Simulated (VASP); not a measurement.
A run of VASP 6.6.1 is set up as follows.

INCAR

```
SYSTEM = Al32H
ALGO = Fast
EDIFF = 1E-6
ENCUT = 520
GGA = PE
ISIF = 2
ISMEAR = 0
LASPH = .TRUE.
LCHARG = .FALSE.
LREAL = Auto
LWAVE = .FALSE.
NBANDS = 70
NELM = 60
PREC = Accurate
SIGMA = 0.05
```

Contents of KPOINTS:

```
k-points
0
G
  2 2 2
  0 0 0
```

Contents of POSCAR:

```
Al32H
1.0
    8.1000000000      0.0000000000      0.0000000000
    0.0000000000      8.1000000000      0.0000000000
    0.0000000000      0.0000000000      8.1000000000
Al H
32 1
Direct
    0.4977228395     -0.0007779012      0.0006518519
    0.7479916049      0.2489646914      0.0030165432
    0.7513782716     -0.0010990123      0.2486667901
   -0.0023513580     -0.0006801235      0.0024020988
    0.2511976543      0.2487058025      0.0012061728
    0.4976876543      0.4991324691     -0.0007904938
    0.7483260494      0.7518596296      0.0029543210
    0.2506376543     -0.0007716049      0.2476846914
    0.4990504938      0.2502176543      0.2490229630
    0.7426435802      0.4988881481      0.2573533333
    0.4986840741     -0.0010992593      0.5013354321
    0.7510098765      0.2502214815      0.5009765432
    0.7523350617     -0.0007780247      0.7493488889
   -0.0257118519      0.4997450617      0.0258222222
    0.2512661728      0.7514874074      0.0012744444
   -0.0029525926      0.2489381481      0.2520465432
    0.2492425926      0.4991323457      0.2476816049
    0.4990627160      0.7510511111      0.2490283951
   -0.0005756790     -0.0007716049      0.5023120988
    0.2530133333      0.2489355556      0.4979513580
    0.5074154321      0.4988882716      0.4926438272
    0.7509971605      0.7510479012      0.5009711111
    0.2524138272     -0.0006800000      0.7475998765
    0.5020676543      0.2489664198      0.7469833333
    0.7523776543      0.4991324691      0.7507912346
   -0.0028982716      0.7518791358      0.2517150617
    0.0008187654      0.4991323457      0.5023232099
    0.2529591358      0.7518812346      0.4982839506
   -0.0011395062      0.2487023457      0.7487914815
    0.2757664198      0.4997443210      0.7241698765
    0.5017329630      0.7518575309      0.7470461728
   -0.0012081481      0.7514919753      0.7487230864
    0.1250751852      0.5005453086      0.8750438272
```

Potentials or basis: VASP PAW PBE potentials, release 64 (Al, H).

Command:

```sh
$ cat potpaw_PBE.64/Al/POTCAR potpaw_PBE.64/H/POTCAR > POTCAR
$ mpirun -np 1 vasp_std > vasp.out
```

**Question.** What does it give for the band gap on the k mesh?

**Answer.** None (metal or under the smearing width).

**Question.** What does it give for the largest force?

**Answer.** 0.007 eV/Å.

**Question.** What does it give for the pressure?

**Answer.** 1.1 GPa.

Stress tensor (GPa, compression positive):
```
 1.27  0.00 -0.81
 0.00  0.86  0.00
-0.81  0.00  1.27
```

Caveat: the k mesh is coarse (spacing up to 0.39 Å⁻¹), so the values aren't converged.
